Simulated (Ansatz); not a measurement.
# Co: the cost of one run

Method: DFT PBE, scalar-relativistic, plane waves, PAW, in Ansatz 0.2.0.

3 further runs of the same task are left out: 1 that didn't finish, 2 set aside as unsound or not needed.

## (1) Starting point

It takes space group Fd-3m (No. 227, cubic). The conventional cell has a = 6.658 Å, b = 6.658 Å, c = 6.658 Å, α = 90.00°, β = 90.00°, γ = 90.00°. Sn (site symmetry -43m) has 4 Sn at 2.88 Å as nearest neighbours.

Coordinates:

```
CELL_PARAMETERS angstrom
0.00000 3.32911 3.32911
3.32911 0.00000 3.32911
3.32911 3.32911 0.00000
ATOMIC_POSITIONS crystal
Sn 0.00000 0.00000 0.00000
Sn 0.25000 0.25000 0.25000
```

It goes back to an entry of the Materials Project.

This cell was relaxed beforehand with the same method: volume 36.90 Å³/atom, gap on the mesh none (metal).

## (2) The substitution Sn → Co

The start of Co: fractional positions of relaxed Sn, cell scaled by 0.936, a guess from tabulated radii. Atoms that may carry a moment start with parallel spins.

## (3) Probe: one point at the start (Co)

The input, input.yaml:

```yaml
crystal:
  lattice:
    - [0.0, 3.1162628961, 3.1162628961]
    - [3.1162628961, 0.0, 3.1162628961]
    - [3.1162628961, 3.1162628961, 0.0]
  atoms:
    - { symbol: Co, position: [0.0, 0.0, 0.0], spin: 3.0 }
    - { symbol: Co, position: [0.25, 0.25, 0.25], spin: 3.0 }
basis:
  ecutwfc: 420
kpoints:
  mp_grid: { grid: [6, 6, 6] }
hamiltonian:
  xc: pbe
scf:
  occupations: { method: gaussian, width: 0.1 }
  lower_state_search: "off"
output:
  forces: true
  stress: true
  eigenvalues: true
  populations: true
magnetization:
  spin_polarized: true
```

On the command line:

```sh
$ ansatz run input.yaml --threads 1 --pin off --max-ram 2560MiB --backend cpu --events-out ev --progress --plain --runs-dir out
```

What time and memory should one allow on 1 thread of Arm Neoverse V1, shared host?

About 3.8 s, with a peak of 0.3 GiB.
